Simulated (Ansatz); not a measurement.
Wanted: the native input for an Ansatz 0.2.0 run.

* Task: relaxation of cell and atoms
* Functional: LDA
* Potentials or basis: Ansatz PAW
* Cutoff: 420 eV (not typed: the program's choice for these potentials)
* k mesh: 5 × 5 × 5
* Occupations: fermi-dirac, width 0.05 eV
* Spin: no spin polarisation
* Target pressure: 10 GPa
* Target pressure (GPa): 10

SnO2:

```
CELL_PARAMETERS angstrom
-3.24890 3.41447 3.41402
3.24890 -3.41447 3.41402
3.24890 3.41447 -3.41402
ATOMIC_POSITIONS crystal
Sn 0.50000 0.00000 0.00000
Sn 0.50000 0.50000 0.50000
Sn 0.00360 0.75360 0.25000
Sn 0.99640 0.24640 0.75000
O 0.80650 0.80377 0.49728
O 0.80650 0.30922 0.00272
O 0.30244 0.24594 0.05649
O 0.68944 0.24594 0.44350
O 0.31056 0.75406 0.55649
O 0.19350 0.69078 0.99728
O 0.69756 0.75406 0.94351
O 0.19350 0.19623 0.50272
```

The cell is a database's computed one.

The input as run:

input.yaml

```yaml
crystal:
  lattice:
    - [-3.248897, 3.41447, 3.414021]
    - [3.248897, -3.41447, 3.414021]
    - [3.248897, 3.41447, -3.414021]
  atoms:
    - { symbol: Sn, position: [0.5, 0.0, 0.0] }
    - { symbol: Sn, position: [0.5, 0.5, 0.5] }
    - { symbol: Sn, position: [0.003599, 0.753599, 0.25] }
    - { symbol: Sn, position: [0.996401, 0.246401, 0.75] }
    - { symbol: O, position: [0.806496, 0.803774, 0.497278] }
    - { symbol: O, position: [0.806496, 0.309218, 0.002722] }
    - { symbol: O, position: [0.302435, 0.24594, 0.056495] }
    - { symbol: O, position: [0.689445, 0.24594, 0.443505] }
    - { symbol: O, position: [0.310555, 0.75406, 0.556495] }
    - { symbol: O, position: [0.193504, 0.690782, 0.997278] }
    - { symbol: O, position: [0.697565, 0.75406, 0.943505] }
    - { symbol: O, position: [0.193504, 0.196226, 0.502722] }
hamiltonian:
  xc: lda
  pseudopotentials: { kind: paw }
kpoints:
  mp_grid: { grid: [5, 5, 5] }
scf:
  occupations: { method: fermi_dirac, width: 0.05 }
output:
  forces: true
  stress: true
  eigenvalues: true
relax:
  f_tol: 0.01
  max_steps: 40
  cell: { stress_tol: 0.05, p_target: 10.0 }
```

Potentials or basis: Ansatz PAW.

Run with:

```sh
$ ansatz run input.yaml --threads 4 --pin off --max-ram 11264MiB --backend cpu --events-out ev --progress --plain --runs-dir out
```

Results of the run:

- Relaxed volume: 11.35 Å³/atom
- Relaxed cell: a = 5.616 Å, b = 5.616 Å, c = 5.616 Å, α = 111.39°, β = 108.52°, γ = 108.52°
- Space group after relaxing (to 0.05 Å): P4_2/mnm (No. 136)
- Energy change on relaxing (the enthalpy is what falls): -14.0 meV/atom
- Ionic steps: 8
- Pressure after relaxing: 10.0 GPa
- Band gap on the k mesh: 1.65 eV

Caveat: odd divisions of the mesh miss points on the zone boundary, where band edges often lie, so the gap on the mesh can be too wide; the plane-wave basis is chosen anew once the cell has moved, so the energies of steps on either side of that aren't comparable; the pressure holds a Pulay correction of +1.1 GPa for the finite cutoff; spin-orbit coupling is left out, which moves the levels of the heavy elements; the PAW data sets come from PBE, with cores solved anew for the run's functional, which leaves a small shift of forces and pressure.

Wall time 41 s on 4 threads of Arm Neoverse V2, on a shared host, peak memory 0.63 GiB.
